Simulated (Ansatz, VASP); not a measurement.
# NaH in VASP and in Ansatz

INCAR

```
ALGO     = Fast           # electronic algorithm
EDIFF    = 1E-6           # SCF threshold, eV
ENCUT    = 520            # plane-wave cutoff, eV
ISIF     = 2              # what is computed and relaxed
ISMEAR   = 0              # smearing method
LASPH    = True           # aspherical terms in the spheres
LCHARG   = False          # write CHGCAR
LREAL    = False          # projectors in reciprocal space
LWAVE    = False          # write WAVECAR
NBANDS   = 11             # bands
NELM     = 80             # most SCF steps
PREC     = Accurate       # precision mode
SIGMA    = 0.05           # smearing width, eV
```

KPOINTS

```
k-points
0
Gamma
  8 8 8
```

POSCAR

```
NaH
1.0
    0.0000000000      2.4400000000      2.4400000000
    2.4400000000      0.0000000000      2.4400000000
    2.4400000000      2.4400000000      0.0000000000
Na H
1 1
Direct
    0.0076844262     -0.0076844262      0.0076844262
    0.5000000000      0.5000000000      0.5000000000
```

Input for Ansatz:

```yaml
crystal:
  lattice:
    - [0.0, 2.44, 2.44]
    - [2.44, 0.0, 2.44]
    - [2.44, 2.44, 0.0]
  atoms:
    - { symbol: Na, position: [0.0076844262, -0.0076844262, 0.0076844262] }
    - { symbol: H, position: [0.5, 0.5, 0.5] }
basis:
  ecutwfc: 420
kpoints:
  mp_grid: { grid: [8, 8, 8] }
hamiltonian:
  xc: lda
scf:
  occupations: { method: gaussian, width: 0.05 }
output:
  forces: true
  stress: true
  eigenvalues: true
```

Change from the starting cell: all Na atoms moved +0.037 Å, as atom 1 along Cartesian [0 1 0].

Alike in both runs: task single point; functional LDA; k mesh 8 × 8 × 8; occupations gaussian, width 0.05 eV; no spin polarisation.

|  | VASP | Ansatz |
| --- | --- | --- |
| version | VASP 6.6.1 | Ansatz 0.2.0 |
| potentials or method | VASP PAW LDA potentials, release 64 (Na_pv, H) | scalar-relativistic, plane waves, PAW |
| plane-wave cutoff (eV) | 520 | 420 |
| valence electrons in the cell | 8 | 10 |

|  | VASP | Ansatz | Ansatz less VASP |
| --- | --- | --- | --- |
| gap on the k mesh at the Fermi level (eV) | 3.36 | 3.36 | +0.001 |
| least direct gap on the mesh (eV) | 4.26 | 4.27 | +0.004 |
| pressure (GPa) | -2.7 | -2.6 | +0.10 |
| rms of the force components (eV/Å) | 0.015 | 0.015 | -0.0002 |

Atom by atom the forces differ by 0.000 eV/Å (rms over components). The two sets of potentials don't hold the same shells in valence.

A k mesh can miss the band edges.
